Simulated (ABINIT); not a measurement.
# FeSi (P2_13) in ABINIT: single point with PBE

Aim: the single point of FeSi with PBE.

Program: ABINIT 10.8.3 (patched build). These are calculated values, not measurements. Logs are shortened: lines on timing, memory, paths and dates and some standing lists are left out, and cuts for length are marked. The log counts tension as positive stress, the text compression.

## (1) Starting point

It takes space group P2_13 (No. 198, cubic). Conventional cell: a = 4.551 Å, b = 4.551 Å, c = 4.551 Å, α = 90.00°, β = 90.00°, γ = 90.00°. Fe (site symmetry 3) is surrounded by 7 Si at 2.32 to 2.55 Å. Si (site symmetry 3) is surrounded by 7 Fe at 2.32 to 2.55 Å.

## (2) Single point, PBE, collinear spin, ferromagnetic start

Input file run.abi:

```
# Pseudopotentials
pp_dirpath "./"
pseudos "Fe.GGA_PBE-JTH.xml, Si.GGA_PBE-JTH.xml"

# Structure
acell 4.5507 4.5507 4.5507 Angstrom
rprim
     1.0000000000     0.0000000000     0.0000000000
     0.0000000000     1.0000000000     0.0000000000
     0.0000000000     0.0000000000     1.0000000000
ntypat 2
znucl 26 14
natom 8
typat 1 1 1 1 2 2 2 2
xred
     0.8634800000     0.6365200000     0.3634800000
     0.6365200000     0.3634800000     0.8634800000
     0.3634800000     0.8634800000     0.6365200000
     0.1365200000     0.1365200000     0.1365200000
     0.1576000000     0.3424000000     0.6576000000
     0.3424000000     0.6576000000     0.1576000000
     0.6576000000     0.1576000000     0.3424000000
     0.8424000000     0.8424000000     0.8424000000

# Plane-wave basis
ecut 26.0
pawecutdg 48.0
pawxcdev 0

# k points
kptopt 1
ngkpt 6 6 6
nshiftk 1
shiftk 0.0 0.0 0.0

# Exchange and correlation
ixc 11

# Bands and occupations
nband 51
occopt 3
tsmear 0.05 eV

# Spin
nsppol 2
spinat
     0.0000000000     0.0000000000     5.0000000000
     0.0000000000     0.0000000000     5.0000000000
     0.0000000000     0.0000000000     5.0000000000
     0.0000000000     0.0000000000     5.0000000000
     0.0000000000     0.0000000000     0.0000000000
     0.0000000000     0.0000000000     0.0000000000
     0.0000000000     0.0000000000     0.0000000000
     0.0000000000     0.0000000000     0.0000000000

# SCF cycle
nstep 100
tolvrs 1.0e-9

# Output
iomode 3
prtwf 0
prtden 0
prteig 0
prtebands 0
prtvol 2
```

Potentials or basis: JTH PAW PBE v2.0.

Started as:

```sh
$ abinit run.abi > log 2>&1
```

run.abo:

```text
.Version 10.8.3 of ABINIT
 Symmetries : space group P2_1 3 (#198); Bravais cP (primitive cubic)
================================================================================
 Values of the parameters that define the memory need of the present run
     intxc =       0    ionmov =       0      iscf =      17    lmnmax =      18
     lnmax =       6     mgfft =      40  mpssoang =       3    mqgrid =    3001
     natom =       8  nloc_mem =       2    nspden =       2   nspinor =       1
    nsppol =       2      nsym =      12    n1xccc =       1    ntypat =       2
    occopt =       3   xclevel =       2
       mpw =        4052          nfft =       64000          nkpt =          24
 PAW method is used; the additional fine FFT grid is defined by:
   mgfftf=        54    nfftf =    157464
================================================================================
================================================================================

--------------------------------------------------------------------------------
------------- Echo of variables that govern the present computation ------------
--------------------------------------------------------------------------------
 -outvars: echo values of preprocessed input variables --------
            acell      8.5995766812E+00  8.5995766812E+00  8.5995766812E+00 Bohr
              amu      5.58470000E+01  2.80855000E+01
             ecut      2.60000000E+01 Hartree
              ixc          11
         kptrlatt        6    0    0      0    6    0      0    0    6
          kptrlen      5.15974601E+01
            natom           8
            nband          51
            ngfft          40      40      40
          ngfftdg          54      54      54
             nkpt          24
           nspden           2
           nsppol           2
            nstep         100
             nsym          12
           ntypat           2
           occopt           3
        pawecutdg      4.80000000E+01 Hartree
         pawxcdev           0
           prtden           0
        prtebands           0
           prteig           0
           prtvol           2
            prtwf           0
          spgroup         198
           spinat      0.0000000000E+00  0.0000000000E+00  5.0000000000E+00
                       0.0000000000E+00  0.0000000000E+00  5.0000000000E+00
                       0.0000000000E+00  0.0000000000E+00  5.0000000000E+00
                       0.0000000000E+00  0.0000000000E+00  5.0000000000E+00
                       0.0000000000E+00  0.0000000000E+00  0.0000000000E+00
                       0.0000000000E+00  0.0000000000E+00  0.0000000000E+00
                       0.0000000000E+00  0.0000000000E+00  0.0000000000E+00
                       0.0000000000E+00  0.0000000000E+00  0.0000000000E+00
           tolvrs      1.00000000E-09
           tsmear      1.83746611E-03 Hartree
            typat      1  1  1  1  2  2  2  2
           useylm           1
           xangst      3.9294384360E+00  2.8966115640E+00  1.6540884360E+00
[... 1426 lines left out ...]
)Next minimum=   -2.4265E-03  at reduced coord.    0.2222    0.5185    0.1852
   Integrated=    3.7754E+00
 Relative magnetization (=zeta, between -1 and 1)
)     Maximum=    1.2357E-01  at reduced coord.    0.7222    0.2037    0.9074
)Next maximum=    1.2357E-01  at reduced coord.    0.4074    0.7778    0.7963
)     Minimum=   -3.6248E-01  at reduced coord.    0.2963    0.6852    0.1852
)Next minimum=   -3.6248E-01  at reduced coord.    0.3148    0.7037    0.1852

--- !EnergyTerms
iteration_state     : {dtset: 1, }
comment             : Components of total free energy in Hartree
kinetic             :  5.59713804510685E+01
hartree             :  1.37593412736065E+02
xc                  : -2.36130477575251E+01
Ewald energy        : -3.19179706420427E+02
psp_core            :  1.80198371632161E+01
local_psp           : -3.44207771902272E+02
PAW spherical_terms : -3.84342100925412E+01
internal            : -5.13850105822416E+02
'-kT*entropy'       : -2.17632021417301E-03
total_energy        : -5.13852282142631E+02
total_energy_eV     : -1.39826329227619E+04
...

--- !EnergyTermsDC
iteration_state     : {dtset: 1, }
comment             : '"Double-counting" decomposition of free energy'
band_energy         : -4.83981288330544E+01
Ewald energy        : -3.19179706420427E+02
psp_core            :  1.80198371632161E+01
xc_dc               : -1.36057433544904E+02
PAW spherical_terms : -2.82346906958259E+01
internal            : -5.13850122330996E+02
'-kT*entropy'       : -2.17632021417301E-03
total_energy_dc     : -5.13852298651210E+02
total_energy_dc_eV  : -1.39826333719833E+04
...

--- !EnergyTermsWithPAWCore
iteration_state     : {dtset: 1, }
comment             : 'Components of total free energy, including PAW core contributions'
Total energy        : -6.25142115627873E+03
Total energy DC     : -6.25142117278731E+03
Total energy (eV)   : -1.70109835669798E+05
Total energy DC (eV): -1.70109836119019E+05
...

 Cartesian components of stress tensor (hartree/bohr^3)
  sigma(1 1)=  3.68602635E-04  sigma(3 2)=  0.00000000E+00
  sigma(2 2)=  3.68602635E-04  sigma(3 1)=  0.00000000E+00
  sigma(3 3)=  3.68602635E-04  sigma(2 1)=  0.00000000E+00

-Cartesian components of stress tensor (GPa)         [Pressure= -1.0845E+01 GPa]
- sigma(1 1)=  1.08446639E+01  sigma(3 2)=  0.00000000E+00
- sigma(2 2)=  1.08446639E+01  sigma(3 1)=  0.00000000E+00
- sigma(3 3)=  1.08446639E+01  sigma(2 1)=  0.00000000E+00

== END DATASET(S) ==============================================================
================================================================================

 -outvars: echo values of variables after computation  --------
            acell      8.5995766812E+00  8.5995766812E+00  8.5995766812E+00 Bohr
           etotal     -5.1385229865E+02
            fcart      7.4165880795E-04 -7.4165880795E-04  7.4165880795E-04
                      -7.4165880795E-04  7.4165880795E-04  7.4165880795E-04
                       7.4165880795E-04  7.4165880795E-04 -7.4165880795E-04
                      -7.4165880795E-04 -7.4165880795E-04 -7.4165880795E-04
                      -1.0483364574E-03  1.0483364574E-03 -1.0483364574E-03
                       1.0483364574E-03 -1.0483364574E-03 -1.0483364574E-03
                      -1.0483364574E-03 -1.0483364574E-03  1.0483364574E-03
                       1.0483364574E-03  1.0483364574E-03  1.0483364574E-03
           strten      3.6860263537E-04  3.6860263537E-04  3.6860263537E-04
                       0.0000000000E+00  0.0000000000E+00  0.0000000000E+00
           xangst      3.9294384360E+00  2.8966115640E+00  1.6540884360E+00
                       2.8966115640E+00  1.6540884360E+00  3.9294384360E+00
                       1.6540884360E+00  3.9294384360E+00  2.8966115640E+00
                       6.2126156400E-01  6.2126156400E-01  6.2126156400E-01
                       7.1719032000E-01  1.5581596800E+00  2.9925403200E+00
                       1.5581596800E+00  2.9925403200E+00  7.1719032000E-01
                       2.9925403200E+00  7.1719032000E-01  1.5581596800E+00
                       3.8335096800E+00  3.8335096800E+00  3.8335096800E+00
             xred      8.6348000000E-01  6.3652000000E-01  3.6348000000E-01
                       6.3652000000E-01  3.6348000000E-01  8.6348000000E-01
                       3.6348000000E-01  8.6348000000E-01  6.3652000000E-01
                       1.3652000000E-01  1.3652000000E-01  1.3652000000E-01
                       1.5760000000E-01  3.4240000000E-01  6.5760000000E-01
                       3.4240000000E-01  6.5760000000E-01  1.5760000000E-01
                       6.5760000000E-01  1.5760000000E-01  3.4240000000E-01
                       8.4240000000E-01  8.4240000000E-01  8.4240000000E-01
 Calculation completed.
```

It took 21 min on 1 thread of Arm Neoverse V1, shared host; peak memory 0.37 GiB.

What came out:

```yaml
Free_energy: -13982.6334 eV
Pressure: -10.8 GPa
Largest_force: 0.093 eV/Å
Band_gap_on_the_k_mesh: none (metal or under the smearing width)
Net_moment: 3.78 μB per cell
Site_moments: Fe +1.05; Si -0.04 μB
Valence_electrons_inside_the_program's_atomic_spheres: Fe 14.55; Si 1.53
```

Forces in eV/Å, atoms in the order of the input:
```
Fe   0.038 -0.038  0.038
Fe  -0.038  0.038  0.038
Fe   0.038  0.038 -0.038
Fe  -0.038 -0.038 -0.038
Si  -0.054  0.054 -0.054
Si   0.054 -0.054 -0.054
Si  -0.054 -0.054  0.054
Si   0.054  0.054  0.054
```

Levels at points of the mesh, in eV from the Fermi level:
Spin up:
| k point | band 40 | band 41 | band 42 | band 43 | band 44 | band 45 |
| --- | --- | --- | --- | --- | --- | --- |
| (0.00, 0.00, 0.00) | -0.71 | 0.02 | 0.02 | 0.02 | 2.47 | 2.47 |
| (0.50, 0.00, 0.00) | -0.59 | -0.40 | -0.40 | 1.11 | 1.11 | 1.46 |
| (0.50, 0.50, 0.00) | -0.93 | 0.06 | 0.06 | 0.60 | 0.60 | 2.06 |
| (0.50, 0.50, 0.50) | -1.02 | -0.16 | -0.16 | -0.16 | -0.16 | 5.06 |
Spin down:
| k point | band 36 | band 37 | band 38 | band 39 | band 40 | band 41 |
| --- | --- | --- | --- | --- | --- | --- |
| (0.00, 0.00, 0.00) | 0.10 | 0.10 | 0.10 | 0.32 | 0.32 | 1.14 |
| (0.50, 0.00, 0.00) | -0.74 | 0.01 | 0.01 | 0.33 | 0.33 | 0.72 |
| (0.50, 0.50, 0.00) | -0.72 | -0.61 | -0.61 | 0.03 | 0.03 | 1.05 |
| (0.50, 0.50, 0.50) | -0.35 | -0.24 | -0.24 | -0.24 | -0.24 | 0.94 |

Caveat: the moment fell far below its start of 5 μB, so a state of higher moment may lie lower in energy.
